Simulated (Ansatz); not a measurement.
Input and command of a plane-wave DFT calculation in Ansatz:

```yaml
crystal:
  lattice:
    - [5.1328705182, 0.0, 0.0]
    - [0.0, 5.1328705182, 0.0]
    - [0.0, 0.0, 3.3060870404]
  atoms:
    - { symbol: Al, position: [0.0, 0.0, 0.0] }
    - { symbol: Al, position: [0.5, 0.5, 0.5] }
    - { symbol: Ru, position: [0.306, 0.306, 0.0] }
    - { symbol: Ru, position: [0.194, 0.806, 0.5] }
    - { symbol: Ru, position: [0.694, 0.694, 0.0] }
    - { symbol: Ru, position: [0.806, 0.194, 0.5] }
basis:
  ecutwfc: 420
kpoints:
  mp_grid: { grid: [4, 4, 6] }
hamiltonian:
  xc: pbe
scf:
  occupations: { method: gaussian, width: 0.1 }
  lower_state_search: "off"
output:
  forces: true
  stress: true
  eigenvalues: true
```

```bash
ansatz run input.yaml --threads 1 --pin off --max-ram 2560MiB --backend cpu --events-out ev --progress --plain --runs-dir out
```

Processor: Intel(R) Xeon(R) 6975P-C (Granite Rapids), 1 thread, on a host shared with other jobs.

Estimate time, memory and problem size.

About 2.2 s on 1 thread of Intel(R) Xeon(R) 6975P-C (Granite Rapids), with other jobs on the host, peak memory 0.41 GiB. It solves 42 bands at 24 k points (the mesh reduced by the symmetry that the task leaves, which can be less than the crystal's) with about 1691 plane waves, in 7 SCF iterations.
